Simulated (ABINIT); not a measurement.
# InP (F-43m) in ABINIT: a series of runs, part 2 of 2

ABINIT 10.8.3 (patched build). Earlier steps stand in the parts before.

**4. Single point, r2SCAN**

File run.abi:

```
# Pseudopotentials
pp_dirpath "./"
pseudos "In.GGA_PBE-JTH.xml, P.GGA_PBE-JTH.xml"

# Structure
acell 3*1.0 Angstrom
rprim
     0.0000000000     2.9305000000     2.9305000000
     2.9305000000     0.0000000000     2.9305000000
     2.9305000000     2.9305000000     0.0000000000
ntypat 2
znucl 49 15
natom 2
typat 1 2
xred
     0.0000000000     0.0000000000     0.0000000000
     0.7500000000     0.7500000000     0.7500000000

# Plane-wave basis
ecut 24.0
pawecutdg 46.0

# k points
kptopt 1
ngkpt 6 6 6
nshiftk 1
shiftk 0.0 0.0 0.0

# Exchange and correlation
ixc -497498
usekden 1
pawxcdev 0

# Bands and occupations
nband 13
occopt 3
tsmear 0.00183747

# SCF cycle
nstep 100
tolvrs 1.0e-8

# Output
iomode 3
prtwf 0
prteig 0
prtebands 0
enunit 1
prtden 1
prtvha 1
prtvclmb 1
prtpot 1
```

Potentials or basis: JTH PAW PBE v2.0.

The run is started by

```
abinit run.abi > log 2>&1
```

run.abo:

```text
.Version 10.8.3 of ABINIT
 Symmetries : space group F-4 3 m (#216); Bravais cF (face-center cubic)
================================================================================
 Values of the parameters that define the memory need of the present run
     intxc =       0    ionmov =       0      iscf =      17    lmnmax =      18
     lnmax =       6     mgfft =      36  mpssoang =       3    mqgrid =    3001
     natom =       2  nloc_mem =       2    nspden =       1   nspinor =       1
    nsppol =       1      nsym =      24    n1xccc =       1    ntypat =       2
    occopt =       3   xclevel =       2
       mpw =        1932          nfft =       46656          nkpt =          16
 PAW method is used; the additional fine FFT grid is defined by:
   mgfftf=        48    nfftf =    110592
================================================================================
================================================================================

--------------------------------------------------------------------------------
------------- Echo of variables that govern the present computation ------------
--------------------------------------------------------------------------------
 -outvars: echo values of preprocessed input variables --------
            acell      1.8897261259E+00  1.8897261259E+00  1.8897261259E+00 Bohr
              amu      1.14820000E+02  3.09737620E+01
             ecut      2.40000000E+01 Hartree
           enunit           1
              ixc     -497498
         kptrlatt        6    0    0      0    6    0      0    0    6
          kptrlen      4.69901511E+01
            natom           2
[... 215 lines left out ...]
internal            : -4.35997294330742E+01
'-kT*entropy'       : -9.02292762205066E-09
total_energy_dc     : -4.35997294420971E+01
total_energy_dc_eV  : -1.18640907806918E+03
...

--- !EnergyTermsWithPAWCore
iteration_state     : {dtset: 1, }
comment             : 'Components of total free energy, including PAW core contributions'
Total energy        : -6.22449249485128E+03
Total energy DC     : -6.22449249183506E+03
Total energy (eV)   : -1.69377069462608E+05
Total energy DC (eV): -1.69377069380533E+05
...

 Cartesian components of stress tensor (hartree/bohr^3)
  sigma(1 1)= -5.60836619E-05  sigma(3 2)=  0.00000000E+00
  sigma(2 2)= -5.60836619E-05  sigma(3 1)=  0.00000000E+00
  sigma(3 3)= -5.60836619E-05  sigma(2 1)=  0.00000000E+00

-Cartesian components of stress tensor (GPa)         [Pressure=  1.6500E+00 GPa]
- sigma(1 1)= -1.65003830E+00  sigma(3 2)=  0.00000000E+00
- sigma(2 2)= -1.65003830E+00  sigma(3 1)=  0.00000000E+00
- sigma(3 3)= -1.65003830E+00  sigma(2 1)=  0.00000000E+00

== END DATASET(S) ==============================================================
================================================================================

 -outvars: echo values of variables after computation  --------
            acell      1.8897261259E+00  1.8897261259E+00  1.8897261259E+00 Bohr
           etotal     -4.3599729442E+01
            fcart     -0.0000000000E+00 -0.0000000000E+00 -0.0000000000E+00
                      -0.0000000000E+00 -0.0000000000E+00 -0.0000000000E+00
            rprim      0.0000000000E+00  2.9305000000E+00  2.9305000000E+00
                       2.9305000000E+00  0.0000000000E+00  2.9305000000E+00
                       2.9305000000E+00  2.9305000000E+00  0.0000000000E+00
           strten     -5.6083661858E-05 -5.6083661858E-05 -5.6083661858E-05
                       0.0000000000E+00  0.0000000000E+00  0.0000000000E+00
           xangst      0.0000000000E+00  0.0000000000E+00  0.0000000000E+00
                       4.3957500000E+00  4.3957500000E+00  4.3957500000E+00
             xred      0.0000000000E+00  0.0000000000E+00  0.0000000000E+00
                       7.5000000000E-01  7.5000000000E-01  7.5000000000E-01
 Calculation completed.
```

Wall time 59 s (1 thread of Intel Xeon Platinum 8375C at 2.90GHz (Ice Lake), shared host); peak memory 0.15 GiB.

What came out:

* Free energy: -1186.4091 eV
* Pressure: 1.7 GPa
* Band gap on the k mesh: 1.13 eV, direct
* Valence electrons inside the program's atomic spheres: In 11.22; P 1.58

Caveat: totals of a meta-GGA on PAW files have another zero than those of a GGA; the PAW data sets were made with another functional, which shifts forces and pressure a little; spin-orbit coupling is left out, which moves the levels of the heavy elements.

**5. Single point, PBE**

File run.abi:

```
# Pseudopotentials
pp_dirpath "./"
pseudos "In.GGA_PBE-JTH.xml, P.GGA_PBE-JTH.xml"

# Structure
acell 3*1.0
rprim
     0.0000000000     5.5378424082     5.5378424082
     5.5378424082     0.0000000000     5.5378424082
     5.5378424082     5.5378424082     0.0000000000
ntypat 2
znucl 49 15
natom 2
typat 1 2
xred
     0.0000000000     0.0000000000     0.0000000000
     0.7500000000     0.7500000000     0.7500000000

# Plane-wave basis
ecut 20.0
pawecutdg 40.0

# k points
kptopt 1
ngkpt 5 5 5
nshiftk 1
shiftk 0.0 0.0 0.0

# Exchange and correlation
ixc 11

# Bands and occupations
nband 13
occopt 3
tsmear 0.00183747

# SCF cycle
nstep 100
tolvrs 1.0e-9

# Output
iomode 3
prtwf 0
prtden 0
prteig 0
prtebands 0
enunit 2
prtvol 2
```

The run is started by

```
abinit run.abi > log 2>&1
```

Wall time 7.8 s (1 thread of Arm Neoverse V2, shared host); peak memory 0.11 GiB.

The run converged. Its results:

- Free energy: -1761.1239 eV
- Band gap on the k mesh: 0.69 eV, direct
- Valence electrons inside the program's atomic spheres: In 11.24; P 1.59

Levels at points of the mesh, in eV from the valence-band top:
| k point | band 5 | band 6 | band 7 | band 8 | band 9 | band 10 | band 11 | band 12 | band 13 |
| --- | --- | --- | --- | --- | --- | --- | --- | --- | --- |
| (0.00, 0.00, 0.00) | -14.06 | -11.53 | 0.00 | 0.00 | 0.00 | 0.69 | 4.07 | 4.07 | 4.07 |

Caveat: the cutoff is too short for stress, so the log's stress isn't used; spin-orbit coupling is left out, which moves the levels of the heavy elements.

**6. Overview**

```csv
level,k mesh,cutoff (eV),fine-grid cutoff,gap on the mesh (eV),pressure (GPa)
r2SCAN,5 × 5 × 5,653,1251.72 eV,1.13,1.7
PBEsol,5 × 5 × 5,544,1088.46 eV,0.59,-
r2SCAN,6 × 6 × 6,653,1251.72 eV,1.13,1.7
PBE,5 × 5 × 5,544,1088.46 eV,0.69,-
```

Alike in all rows: task single point; potentials or basis JTH PAW PBE v2.0; no spin polarisation; cell as given; smearing fermi-dirac 0.05 eV.

On the cell as given the gap runs from 0.59 eV (PBEsol) to 1.13 eV (r2SCAN); the meshes differ, which moves gaps too.

Caveats: spin-orbit coupling is left out, which moves the levels of the heavy elements; the PAW data sets were made with another functional, which shifts forces and pressure a little (some runs); totals of a meta-GGA on PAW files have another zero than those of a GGA (some runs).

Absolute energies hang on the potentials; compare differences alone.

**7. Comparison with measurements**

Step 2. A measured gap of InP is 1.4236 eV (direct; 1.6 K; a printed reference work, data compilation); the calculated 1.13 eV misses it by -0.30 eV. Spin-orbit coupling on In is left out. The value is that of r2SCAN, without temperature or zero-point motion.

Step 3. Against the measured gap of InP, 1.4236 eV (direct; 1.6 K; a printed reference work, data compilation), the calculated 0.59 eV is off by -0.83 eV. Spin-orbit coupling on In is left out. The value is that of PBEsol, without temperature or zero-point motion. Semilocal functionals fall short of measured gaps as a rule.

Step 4. Against the measured gap of InP, 1.4236 eV (direct; 1.6 K; a printed reference work, data compilation), the calculated 1.13 eV is off by -0.29 eV. Spin-orbit coupling on In is left out. The value is that of r2SCAN, without temperature or zero-point motion.

Step 5. Against the measured gap of InP, 1.4236 eV (direct; 1.6 K; a printed reference work, data compilation), the calculated 0.69 eV is off by -0.73 eV. Spin-orbit coupling on In is left out. The value is that of PBE, without temperature or zero-point motion. Semilocal functionals fall short of measured gaps as a rule.
